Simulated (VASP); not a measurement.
BeTe:

```
Be Te
1.0
     0.00000    2.80614    2.80614
     2.80614    0.00000    2.80614
     2.80614    2.80614    0.00000
Be Te
1 1
Direct
  0.00000 0.00000 0.00000
  0.25000 0.25000 0.25000
```

Base run:

| Item | Value |
| --- | --- |
| Program | VASP 6.6.1 |
| Functional | TB-mBJ |
| Potentials or basis | VASP PAW PBE potentials, release 64 (Be, Te) |
| Cutoff | 520 eV |
| k mesh | 8 × 8 × 8 |
| Occupations | gaussian, width 0.03 eV |
| Spin | no spin polarisation |

Its results: band gap on the k mesh 2.64 eV, indirect (least direct gap 4.17 eV).

Problem. The run is repeated on the same cell with these changes: functional from TB-mBJ to r2SCAN. What comes out?

Solution. Band gap on the k mesh 2.31 eV, indirect (least direct gap 4.00 eV).

Caveats: spin-orbit coupling is left out, which moves the levels of the heavy elements.
